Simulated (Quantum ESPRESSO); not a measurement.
# CuAu (P4/mmm) in Quantum ESPRESSO: a series of runs

One crystal, CuAu, is run at these levels: r2SCAN; tasks: single point, equation of state.

Everything below comes from runs of Quantum ESPRESSO 7.5. Logs are shortened: lines on timing, memory, paths and dates and some standing lists are left out, and cuts for length are marked.

### Step 1. The crystal as given

It takes space group P4/mmm (No. 123, tetragonal). The conventional cell has a = 2.811 Å, b = 2.811 Å, c = 3.685 Å, α = 90.00°, β = 90.00°, γ = 90.00°. Au (site symmetry 4/mmm) has 8 Cu at 2.71 Å and 4 Au at 2.81 Å as nearest neighbours. Cu (site symmetry 4/mmm) is surrounded by 8 Au at 2.71 Å and 4 Cu at 2.81 Å.

### Step 2. Single point, r2SCAN, 13.68 Å³/atom

pw.in reads:

```
&CONTROL
  calculation = 'scf'
  prefix = 'pwscf'
  outdir = './tmp'
  pseudo_dir = './pseudo'
  tprnfor = .true.
  tstress = .true.
  disk_io = 'nowf'
/
&SYSTEM
  ibrav = 0
  nat = 2
  ntyp = 2
  ecutwfc = 88
  nbnd = 27
  input_dft = 'r2scan'
  occupations = 'smearing'
  smearing = 'fd'
  degauss = 0.00367493
  nosym = .true.
  nr1 = 36
  nr2 = 36
  nr3 = 48
/
&ELECTRONS
  conv_thr = 1d-08
  electron_maxstep = 120
  mixing_beta = 0.5
/
ATOMIC_SPECIES
Au   196.9666 Au_ONCV_PBE-1.2.upf
Cu    63.5460 Cu_ONCV_PBE-1.2.upf
CELL_PARAMETERS angstrom
   2.7533711214    0.0000000000    0.0000000000
   0.0000000000    2.7533711214    0.0000000000
   0.0000000000    0.0000000000    3.6097748106
ATOMIC_POSITIONS crystal
Au     0.0000000000    0.0000000000    0.0000000000
Cu     0.5000000000    0.5000000000    0.5000000000
K_POINTS automatic
6 6 5 0 0 0
```

Potentials or basis: SG15 PBE 1.2.

Started as:

```sh
> OMP_NUM_THREADS=1 mpirun -n 2 pw.x -nk 2 -in pw.in > pw.out
```

pw.out:

```text
This program is part of the open-source Quantum ESPRESSO suite
     for quantum simulation of materials; please cite
         "P. Giannozzi et al., J. Phys.:Condens. Matter 21 395502 (2009);
         "P. Giannozzi et al., J. Phys.:Condens. Matter 29 465901 (2017);
         "P. Giannozzi et al., J. Chem. Phys. 152 154105 (2020);
     in publications or presentations arising from this work. More details at

     IMPORTANT: XC functional enforced from input :
     Exchange-correlation= R2SCAN
                           (   0   0   0   0   0 497 498)
     Any further DFT definition will be discarded
     Please, verify this is what you really want

     K-points division:     npool     =       2
     Subspace diagonalization in iterative solution of the eigenvalue problem:
     a serial algorithm will be used

     G-vector sticks info
     --------------------
     sticks:   dense  smooth     PW     G-vecs:    dense   smooth      PW
     Sum         757     757    225                20605    20605    3383

     Using Slab Decomposition

     bravais-lattice index     =            0
     lattice parameter (alat)  =       5.2031  a.u.
     unit-cell volume          =     184.6742 (a.u.)^3
     number of atoms/cell      =            2
     number of atomic types    =            2
     number of electrons       =        38.00
     number of Kohn-Sham states=           27
     kinetic-energy cutoff     =      88.0000  Ry
     charge density cutoff     =     352.0000  Ry
     scf convergence threshold =      1.0E-08
     mixing beta               =       0.5000
     number of iterations used =            8  plain     mixing
     Exchange-correlation= R2SCAN
                           (   0   0   0   0   0 497 498)

     celldm(1)=   5.203117  celldm(2)=   0.000000  celldm(3)=   0.000000
     celldm(4)=   0.000000  celldm(5)=   0.000000  celldm(6)=   0.000000

     crystal axes: (cart. coord. in units of alat)
               a(1) = (   1.000000   0.000000   0.000000 )
               a(2) = (   0.000000   1.000000   0.000000 )
               a(3) = (   0.000000   0.000000   1.311038 )

     reciprocal axes: (cart. coord. in units 2 pi/alat)
               b(1) = (  1.000000  0.000000  0.000000 )
               b(2) = (  0.000000  1.000000  0.000000 )
               b(3) = (  0.000000  0.000000  0.762754 )

     PseudoPot. # 1 for Au read from file:
     Au_ONCV_PBE-1.2.upf
     Pseudo is Norm-conserving, Zval = 19.0
     Generated using ONCVPSP code by D. R. Hamann
     Using radial grid of  602 points,  8 beta functions with:
                l(1) =   0
                l(2) =   0
                l(3) =   1
                l(4) =   1
                l(5) =   2
                l(6) =   2
                l(7) =   3
                l(8) =   3

     PseudoPot. # 2 for Cu read from file:
     Cu_ONCV_PBE-1.2.upf
     Pseudo is Norm-conserving, Zval = 19.0
     Generated using ONCVPSP code by D. R. Hamann
     Using radial grid of  602 points,  6 beta functions with:
                l(1) =   0
                l(2) =   0
                l(3) =   1
                l(4) =   1
                l(5) =   2
                l(6) =   2

     atomic species   valence    mass     pseudopotential
     Au               19.00   196.96660     Au( 1.00)
     Cu               19.00    63.54600     Cu( 1.00)

     No symmetry found

   Cartesian axes

     site n.     atom                  positions (alat units)
         1        Au     tau(   1) = (   0.0000000   0.0000000   0.0000000  )
         2        Cu     tau(   2) = (   0.5000000   0.5000000   0.6555191  )

     number of k points=    92  Fermi-Dirac smearing, width (Ry)=  0.0037
                       cart. coord. in units 2pi/alat
        k(    1) = (   0.0000000   0.0000000   0.0000000), wk =   0.0111111
        k(    2) = (   0.0000000   0.0000000   0.1525509), wk =   0.0222222
        k(    3) = (   0.0000000   0.0000000   0.3051017), wk =   0.0222222
        k(    4) = (   0.0000000   0.1666667   0.0000000), wk =   0.0222222
        k(    5) = (   0.0000000   0.1666667   0.1525509), wk =   0.0222222
        k(    6) = (   0.0000000   0.1666667   0.3051017), wk =   0.0222222
[... 84 lines left out ...]
        k(   91) = (  -0.5000000  -0.5000000   0.1525509), wk =   0.0222222
        k(   92) = (  -0.5000000  -0.5000000   0.3051017), wk =   0.0222222

     Dense  grid:    20605 G-vectors     FFT dimensions: (  36,  36,  48)

     WARNING: libxc functional with ID  497 depends
      on external parameters: check the user_guide of
      QE if you need to modify them or to check their
      default values.

     WARNING: libxc functional with ID  498 depends
      on external parameters: check the user_guide of
      QE if you need to modify them or to check their
      default values.

     Initial potential from superposition of free atoms

     starting charge      37.9509, renormalised to      38.0000
     Starting wfcs are random

     Self-consistent Calculation

     iteration #  1     ecut=    88.00 Ry     beta= 0.50
     Davidson diagonalization with overlap
     ethr =  1.00E-02,  avg # of iterations =  9.7

     total energy              =    -639.84796629 Ry
     estimated scf accuracy    <     208.92606939 Ry

     iteration #  2     ecut=    88.00 Ry     beta= 0.50
     Davidson diagonalization with overlap
     ethr =  1.00E-02,  avg # of iterations =  1.0
[... 99 lines left out ...]
     total energy              =    -639.98680660 Ry
     estimated scf accuracy    <       0.00000001 Ry

     iteration # 17     ecut=    88.00 Ry     beta= 0.50
     Davidson diagonalization with overlap
     ethr =  2.91E-11,  avg # of iterations =  1.5

     End of self-consistent calculation

          k = 0.0000 0.0000 0.0000 (  2573 PWs)   bands (ev):

   -95.3727 -88.4670 -51.6519 -51.6261 -51.6261 -38.6598 -38.6079 -38.6079
    10.0265  13.3018  13.5190  16.2107  16.2107  17.4090  17.5147  18.2902
    18.8012  19.0712  19.0712  22.9481  29.8083  31.6060  31.6060  38.7646
    38.9665  39.1462  42.7863

          k = 0.0000 0.0000 0.1526 (  2556 PWs)   bands (ev):

   -95.3727 -88.4670 -51.6520 -51.6260 -51.6260 -38.6627 -38.6079 -38.6079
    10.5327  13.3961  13.7245  16.3245  16.3245  17.3703  17.4980  18.1368
    18.7000  18.7438  18.7438  20.5493  32.6176  32.6176  32.9431  36.9915
    38.8718  41.3300  41.7559
[... 624 lines left out ...]
          k =-0.5000-0.5000 0.3051 (  2576 PWs)   bands (ev):

   -95.3696 -88.4489 -51.6481 -51.6472 -51.6472 -38.8002 -38.8002 -38.6277
    13.2688  14.3099  14.3099  16.2130  17.2317  17.2317  17.7097  18.3132
    18.8235  19.0316  25.7375  25.7375  27.0700  27.1075  28.9384  29.4312
    29.4312  31.7278  44.9133

     the Fermi energy is    20.7901 ev

!    total energy              =    -639.98680660 Ry
     estimated scf accuracy    <          6.1E-09 Ry
     smearing contrib. (-TS)   =      -0.00033972 Ry
     internal energy E=F+TS    =    -639.98646688 Ry

     The total energy is F=E-TS. E is the sum of the following terms:
     one-electron contribution =    -279.54527723 Ry
     hartree contribution      =     161.44366777 Ry
     xc contribution           =     -60.53666659 Ry
     ewald contribution        =    -461.34819083 Ry

     convergence has been achieved in  17 iterations

     Forces acting on atoms (cartesian axes, Ry/au):

     atom    1 type  1   force =    -0.00000003   -0.00000003    0.00000007
     atom    2 type  2   force =     0.00000003    0.00000003   -0.00000007

     Total force =     0.000000     Total SCF correction =     0.000001
     SCF correction compared to forces is large: reduce conv_thr to get better values

     Computing stress (Cartesian axis) and pressure

          total   stress  (Ry/bohr**3)                   (kbar)     P=      112.65
   0.00078760  -0.00000000  -0.00000000          115.86       -0.00       -0.00
  -0.00000000   0.00078760  -0.00000000           -0.00      115.86       -0.00
  -0.00000000  -0.00000000   0.00072214           -0.00       -0.00      106.23

=------------------------------------------------------------------------------=
   JOB DONE.
=------------------------------------------------------------------------------=
```

It took 3.9 min on 2 MPI ranks of Arm Neoverse V2, shared host; peak memory 0.24 GiB.

Results:

- Free energy: -8707.4641 eV
- Pressure: 11.3 GPa
- Band gap on the k mesh: none (metal or under the smearing width)

Caveat: the k mesh is coarse (spacing up to 0.38 Å⁻¹), so the values aren't converged; the potentials were made for another functional, which shifts forces and pressure.

### Step 3. Single point, r2SCAN, 13.97 Å³/atom

Edit pw.in of step 2 so:

```diff
@@ -33,5 +33,5 @@
 CELL_PARAMETERS angstrom
-   2.7533711214    0.0000000000    0.0000000000
-   0.0000000000    2.7533711214    0.0000000000
-   0.0000000000    0.0000000000    3.6097748106
+   2.7727616977    0.0000000000    0.0000000000
+   0.0000000000    2.7727616977    0.0000000000
+   0.0000000000    0.0000000000    3.6351965976
 ATOMIC_POSITIONS crystal
```

Potentials or basis: SG15 PBE 1.2.

Started as:

```sh
> OMP_NUM_THREADS=1 mpirun -n 2 pw.x -nk 2 -in pw.in > pw.out
```

It took 4.1 min on 2 MPI ranks of Arm Neoverse V2, shared host; peak memory 0.24 GiB.

Results (log left out):

| Property | Result |
| --- | --- |
| Free energy | -8707.4974 eV |
| Pressure | 7.0 GPa |
| Band gap on the k mesh | none (metal or under the smearing width) |

Caveat: the k mesh is coarse (spacing up to 0.38 Å⁻¹), so the values aren't converged; the potentials were made for another functional, which shifts forces and pressure.

### Step 4. Single point, r2SCAN, 14.27 Å³/atom

Edit pw.in of step 3 so:

```diff
@@ -33,5 +33,5 @@
 CELL_PARAMETERS angstrom
-   2.7727616977    0.0000000000    0.0000000000
-   0.0000000000    2.7727616977    0.0000000000
-   0.0000000000    0.0000000000    3.6351965976
+   2.7918847965    0.0000000000    0.0000000000
+   0.0000000000    2.7918847965    0.0000000000
+   0.0000000000    0.0000000000    3.6602677112
 ATOMIC_POSITIONS crystal
```

Started as:

```sh
> OMP_NUM_THREADS=1 mpirun -n 2 pw.x -nk 2 -in pw.in > pw.out
```

It took 4.2 min on 2 MPI ranks of Arm Neoverse V2, shared host; peak memory 0.24 GiB.

The run converged. Its results:

- Free energy: -8707.5162 eV
- Pressure: 3.3 GPa
- Band gap on the k mesh: none (metal or under the smearing width)

Caveat: the k mesh is coarse (spacing up to 0.38 Å⁻¹), so the values aren't converged; the potentials were made for another functional, which shifts forces and pressure.

### Step 5. Single point, r2SCAN, 14.56 Å³/atom

Edit pw.in of step 4 so:

```diff
@@ -33,5 +33,5 @@
 CELL_PARAMETERS angstrom
-   2.7918847965    0.0000000000    0.0000000000
-   0.0000000000    2.7918847965    0.0000000000
-   0.0000000000    0.0000000000    3.6602677112
+   2.8107494552    0.0000000000    0.0000000000
+   0.0000000000    2.8107494552    0.0000000000
+   0.0000000000    0.0000000000    3.6850000000
 ATOMIC_POSITIONS crystal
```

Started as:

```sh
> OMP_NUM_THREADS=1 mpirun -n 2 pw.x -nk 2 -in pw.in > pw.out
```

It took 4.1 min on 2 MPI ranks of Arm Neoverse V2, shared host; peak memory 0.26 GiB.

The run converged. Its results:

- Free energy: -8707.5222 eV
- Pressure: -0.1 GPa
- Band gap on the k mesh: none (metal or under the smearing width)

Caveat: the k mesh is coarse (spacing up to 0.37 Å⁻¹), so the values aren't converged; the potentials were made for another functional, which shifts forces and pressure.

### Step 6. Single point, r2SCAN, 14.85 Å³/atom

Edit pw.in of step 5 so:

```diff
@@ -33,5 +33,5 @@
 CELL_PARAMETERS angstrom
-   2.8107494552    0.0000000000    0.0000000000
-   0.0000000000    2.8107494552    0.0000000000
-   0.0000000000    0.0000000000    3.6850000000
+   2.8293642325    0.0000000000    0.0000000000
+   0.0000000000    2.8293642325    0.0000000000
+   0.0000000000    0.0000000000    3.7094046847
 ATOMIC_POSITIONS crystal
```

Potentials or basis: SG15 PBE 1.2.

Started as:

```sh
> OMP_NUM_THREADS=1 mpirun -n 2 pw.x -nk 2 -in pw.in > pw.out
```

Run time: 4.1 min. Hardware: 2 MPI ranks of Arm Neoverse V2, shared host; peak memory 0.26 GiB.

Results (log left out):

| Quantity | Value |
| --- | --- |
| Free energy | -8707.5168 eV |
| Pressure | -3.0 GPa |
| Band gap on the k mesh | none (metal or under the smearing width) |

Caveat: the k mesh is coarse (spacing up to 0.37 Å⁻¹), so the values aren't converged; the potentials were made for another functional, which shifts forces and pressure.

### Step 7. Single point, r2SCAN, 15.14 Å³/atom

Edit pw.in of step 6 so:

```diff
@@ -33,5 +33,5 @@
 CELL_PARAMETERS angstrom
-   2.8293642325    0.0000000000    0.0000000000
-   0.0000000000    2.8293642325    0.0000000000
-   0.0000000000    0.0000000000    3.7094046847
+   2.8477372423    0.0000000000    0.0000000000
+   0.0000000000    2.8477372423    0.0000000000
+   0.0000000000    0.0000000000    3.7334924031
 ATOMIC_POSITIONS crystal
```

Started as:

```sh
> OMP_NUM_THREADS=1 mpirun -n 2 pw.x -nk 2 -in pw.in > pw.out
```

It took 4.1 min on 2 MPI ranks of Arm Neoverse V2, shared host; peak memory 0.26 GiB.

Results (log left out):

* Free energy: -8707.5016 eV
* Pressure: -5.5 GPa
* Band gap on the k mesh: none (metal or under the smearing width)

Caveat: the k mesh is coarse (spacing up to 0.37 Å⁻¹), so the values aren't converged; the potentials were made for another functional, which shifts forces and pressure.

### Step 8. Single point, r2SCAN, 15.43 Å³/atom

Edit pw.in of step 7 so:

```diff
@@ -33,5 +33,5 @@
 CELL_PARAMETERS angstrom
-   2.8477372423    0.0000000000    0.0000000000
-   0.0000000000    2.8477372423    0.0000000000
-   0.0000000000    0.0000000000    3.7334924031
+   2.8658761851    0.0000000000    0.0000000000
+   0.0000000000    2.8658761851    0.0000000000
+   0.0000000000    0.0000000000    3.7572732506
 ATOMIC_POSITIONS crystal
```

Started as:

```sh
> OMP_NUM_THREADS=1 mpirun -n 2 pw.x -nk 2 -in pw.in > pw.out
```

Wall time 4.3 min (2 MPI ranks of Arm Neoverse V2, shared host); peak memory 0.26 GiB.

It converged, with:

* Free energy: -8707.4776 eV
* Pressure: -7.7 GPa
* Band gap on the k mesh: none (metal or under the smearing width)

Caveat: the k mesh is coarse (spacing up to 0.37 Å⁻¹), so the values aren't converged; the potentials were made for another functional, which shifts forces and pressure.

### Step 9. Equation of state, r2SCAN

Potentials or basis: SG15 PBE 1.2.

No new run: the results of the series are fitted here.

What came out:

```yaml
Equilibrium_volume: 14.56 Å³/atom
Bulk_modulus_at_fixed_shape_and_positions: 155 GPa
Pressure_derivative_of_the_bulk_modulus: 5.4
```

Energy against volume, from the lowest point:
```csv
volume (Å³/atom),energy (meV/atom)
13.683,29.05
13.974,12.38
14.265,2.98
14.556,0.00
14.847,2.68
15.139,10.32
15.430,22.28
```

Caveat: the k mesh is coarse (spacing up to 0.37 Å⁻¹), so the values aren't converged; the potentials were made for another functional, which shifts forces and pressure; the cell was scaled at fixed shape and fractional positions, which overstates the stiffness of a crystal with free parameters, most of all of layers and chains. The run has no spin-orbit coupling, so splittings on Au are missing.
